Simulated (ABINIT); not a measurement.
Planning a run of ABINIT 10.8.3 on GaP (F-43m). The input:

```
acell 3*1.0 Angstrom
rprim 
  0.000000000000 2.725250000000 2.725250000000
  2.725250000000 0.000000000000 2.725250000000
  2.725250000000 2.725250000000 0.000000000000
ntypat 2
znucl 31 15
natom 2
typat 1 2
xred 
  0.000000000000 0.000000000000 0.000000000000
  0.250000000000 0.250000000000 0.250000000000
pp_dirpath "pseudos"
pseudos "Ga.upf, P.upf"
ecut 36
ngkpt 4 4 4
nshiftk 1
shiftk 0 0 0
kptopt 1
chksymbreak 0
istwfk *1
occopt 1
irdwfk 1
optdriver 4
nband 32
gwcalctyp 28
ecutsigx 36
symsigma 0
nkptgw 8
kptgw 
  0.0000000000 0.0000000000 0.0000000000
  0.2500000000 0.0000000000 0.0000000000
  0.5000000000 0.0000000000 0.0000000000
  0.2500000000 0.2500000000 0.0000000000
  0.5000000000 0.2500000000 0.0000000000
  -0.2500000000 0.2500000000 0.0000000000
  0.5000000000 0.5000000000 0.0000000000
  -0.2500000000 0.5000000000 0.2500000000
bdgw 
  1 19
  1 19
  1 19
  1 19
  1 19
  1 19
  1 19
  1 19
ecuteps 3.2
irdscr 1
ppmodel 1
indata_prefix "in"
outdata_prefix "out"
tmpdata_prefix "tmp"
```

```sh
OMP_NUM_THREADS=1 mpirun -n 4 abinit run.abi > log
```

Q: How long will it take on 4 MPI ranks of Intel Xeon Platinum 8488C (Sapphire Rapids), shared host, and how much memory?

It took 42 s; on shared hardware allow 21 s to 84 s. Peak host memory was 1.1 GiB.

[Paths, hosts, dates, memory and timing lines, banners, echoed tables and standing remarks are left out of the program output.]

[Logs are printed without paths, hosts, clocks, repeated set-up lines and the standing remarks that a program may print on its own settings, such as how far it seeks lower states.]

[Runs of the session that timed out or met a known fault of the program may be left out.]

[Hosts, paths, dates, database ids (printed as entryN), source tags and the programs' standing remarks are cut or masked in the printed files.]

[G0W0 gaps are taken among the corrected bands and points alone; a level outside them can change the order at an edge.]

[Where Ansatz stands beside ABINIT at settings called matched, ABINIT's density can come from a denser mesh and the files from another edition; pairs whose starting gaps differed by over 0.03 eV were left out, so agreement reads better than it is.]
